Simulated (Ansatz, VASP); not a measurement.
## ZnSn2N2: VASP beside Ansatz

```
Sn Zn N
1.0
     3.41807    0.00000    0.00000
     0.00000    3.41807    0.00000
     0.00000    0.00000    8.22237
Sn Zn N
2 1 2
Cartesian
  1.7090 1.7090 2.5146
  1.7090 1.7090 5.7077
  0.0000 0.0000 0.0000
  0.0000 1.7090 7.0235
  1.7090 0.0000 1.1989
```

Change from the starting cell: volume scaled by 1.06.

Alike in both runs: task single point; functional PBE; k mesh 8 × 8 × 4; occupations fermi-dirac, width 0.05 eV; no spin polarisation.

```csv
,VASP,Ansatz
version,VASP 6.6.1,Ansatz 0.2.0
potentials or method,"VASP PAW PBE potentials, release 64 (Sn_d, Zn, N)",Ansatz PAW
plane-wave cutoff (eV),520,420
valence electrons in the cell,50,50
```

VASP gave:

- gap on the k mesh at the Fermi level (eV): none
- pressure (GPa): -4.7
- largest component of the traceless stress (GPa): 0.40
- rms of the force components (eV/Å): 0.180

**Question.** Estimate Ansatz's values.

**Answer.** gap on the k mesh at the Fermi level (eV): none; pressure (GPa): -4.9; largest component of the traceless stress (GPa): 0.41; rms of the force components (eV/Å): 0.186.

Atom by atom the forces differ by 0.009 eV/Å (rms over components). A gap of «none» marks a metal or a gap that the smearing closes. With one functional, cell and mesh, what is left measures potentials, basis and numerics.
